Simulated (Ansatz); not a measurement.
## PtSe2: course of a relaxation

Method: Ansatz, DFT r2SCAN, scalar-relativistic, plane waves, PAW. Run with 500 eV cutoff, 12×12×6 k-mesh, Gaussian smearing of 0.02 eV, no spin polarisation.

What was changed: biaxial strain in the a-b plane, c and atoms relaxed: +2.0 %.

Spin–orbit coupling is left out, which can shift energies with elements as heavy as these.

Command:

```bash
ansatz run input.yaml --threads 1 --pin off --max-ram 2560MiB --backend cpu --events-out ev --progress --plain --runs-dir out
```

Input:

```yaml
crystal:
  lattice:
    - [3.7918319262, 0.0, 0.0]
    - [-1.8959159631, 3.283822775, 0.0]
    - [0.0, 0.0, 5.7519908104]
  atoms:
    - { symbol: Pt, position: [0.0, 0.0, 0.0] }
    - { symbol: Se, position: [0.6666666667, 0.3333333333, 0.7727820324] }
    - { symbol: Se, position: [0.3333333333, 0.6666666667, 0.2272179676] }
basis:
  ecutwfc: 500
kpoints:
  mp_grid: { grid: [12, 12, 6] }
hamiltonian:
  xc: r2scan
scf:
  occupations: { method: gaussian, width: 0.02 }
output:
  forces: true
  stress: true
  eigenvalues: true
relax:
  adjacent_minimum: "off"
  f_tol: 0.008
  max_steps: 40
  cell: { stress_tol: 0.015, fix: [a, b, gamma] }
```

F is the free energy. Steps run on the plane waves of an earlier cell, but the last one, and at times one on the way, on a freshly chosen basis, so a repeated geometry can differ a little in energy. The held parts of the cell keep their stress, so P needn't end at zero.

At step 2 the energy rises: a step can overshoot before the optimiser corrects it.

Steps:

| step | F − F(1) (eV) | largest force component (eV/Å) | V (Å³/atom) | P (GPa) |
| --- | --- | --- | --- | --- |
| 1 | 0.0000 | 0.372 | 23.874 | -4.15 |
| 2 | 0.0092 | 0.526 | 23.680 | 0.05 |
| 3 | -0.0136 | 0.021 | 23.674 | -2.49 |
| 4 | -0.0146 | 0.013 | 23.487 | -2.27 |
| 5 | -0.0158 | 0.037 | 23.000 | -1.94 |
| 6 | -0.0159 | 0.013 | 22.977 | -2.04 |
| 7 | -0.0159 | 0.000 | 22.964 | -2.09 |
| 8 | -0.0157 | 0.000 | 22.964 | -2.09 |

Relaxed structure:

```xyz
3
Lattice="3.7918 0.0000 0.0000 -1.8959 3.2838 0.0000 0.0000 0.0000 5.5328" Properties=species:S:1:pos:R:3 pbc="T T T"
Pt    0.0000    0.0000    0.0000
Se    1.8959    1.0946    4.2609
Se    0.0000    2.1892    1.2720
```

Symmetry: P-3m1, No. 164, trigonal system. Conventional cell: a = 3.792 Å, b = 3.792 Å, c = 5.533 Å, α = 90.00°, β = 90.00°, γ = 120.00°. Pt (site symmetry -3m) has 6 Se at 2.53 Å as nearest neighbours. Around Se (site symmetry 3m) lie 3 Pt at 2.53 Å.

The run converged. The run took 5.8 min on 1 thread of Intel(R) Xeon(R) Processor @ 2.50GHz (Skylake/Cascade Lake) (shared host), peak memory 0.71 GiB.